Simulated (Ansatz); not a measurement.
# HfO2: course of a relaxation

The calculation used DFT PBE, scalar-relativistic, plane waves, PAW (Ansatz 0.2.0). Settings: 420 eV cutoff, 8×8×8 k-mesh, Gaussian smearing of 0.02 eV, no spin polarisation.

What was changed in ZrO2: Zr → Hf on all its sites, cell and atoms relaxed.

Spin–orbit coupling is left out, which can shift energies with elements as heavy as these.

Command:

```bash
ansatz run input.yaml --threads 1 --pin off --max-ram 2560MiB --backend cpu --events-out ev --progress --plain --runs-dir out
```

Input:

```yaml
crystal:
  lattice:
    - [0.0, 2.5579141804, 2.5579141804]
    - [2.5579141804, 0.0, 2.5579141804]
    - [2.5579141804, 2.5579141804, 0.0]
  atoms:
    - { symbol: Hf, position: [0.0, 0.0, 0.0] }
    - { symbol: O, position: [0.25, 0.25, 0.25] }
    - { symbol: O, position: [0.75, 0.75, 0.75] }
basis:
  ecutwfc: 420
kpoints:
  mp_grid: { grid: [8, 8, 8] }
hamiltonian:
  xc: pbe
scf:
  occupations: { method: gaussian, width: 0.02 }
output:
  forces: true
  stress: true
  eigenvalues: true
relax:
  adjacent_minimum: "off"
  f_tol: 0.01
  max_steps: 60
  cell: { stress_tol: 0.1 }
```

F is the free energy. Steps run on the plane waves of an earlier cell, but the last one, and at times one on the way, on a freshly chosen basis, so a repeated geometry can differ a little in energy.

Steps:

```json
{"step": "1", "F − F(1) (eV)": "0.0000", "largest force component (eV/Å)": "0.000", "V (Å³/atom)": "11.157", "P (GPa)": "-2.57"}
{"step": "2", "F − F(1) (eV)": "-0.0049", "largest force component (eV/Å)": "0.000", "V (Å³/atom)": "11.015", "P (GPa)": "0.63"}
{"step": "3", "F − F(1) (eV)": "-0.0046", "largest force component (eV/Å)": "0.000", "V (Å³/atom)": "11.043", "P (GPa)": "-0.01"}
{"step": "4", "F − F(1) (eV)": "-0.0030", "largest force component (eV/Å)": "0.000", "V (Å³/atom)": "11.043", "P (GPa)": "-0.10"}
```

Relaxed structure:

```cif
data_structure
_symmetry_space_group_name_H-M 'P 1'
_symmetry_Int_Tables_number 1
_cell_length_a 3.6050
_cell_length_b 3.6050
_cell_length_c 3.6050
_cell_angle_alpha 60.000
_cell_angle_beta 60.000
_cell_angle_gamma 60.000
_cell_volume 33.13
loop_
_atom_site_label
_atom_site_type_symbol
_atom_site_fract_x
_atom_site_fract_y
_atom_site_fract_z
_atom_site_occupancy
Hf1 Hf 0.00000 0.00000 0.00000 1
O1 O 0.25000 0.25000 0.25000 1
O2 O 0.75000 0.75000 0.75000 1
```

Symmetry: Fm-3m, No. 225, cubic system. Conventional cell: a = 5.098 Å, b = 5.098 Å, c = 5.098 Å, α = 90.00°, β = 90.00°, γ = 90.00°. Hf (site symmetry m-3m) has 8 O at 2.21 Å as nearest neighbours. O (site symmetry -43m) has 4 Hf at 2.21 Å as nearest neighbours.

The run converged. Time: 3 s on 1 thread of Intel(R) Xeon(R) 6975P-C (Granite Rapids), on a shared host, peak memory 0.35 GiB.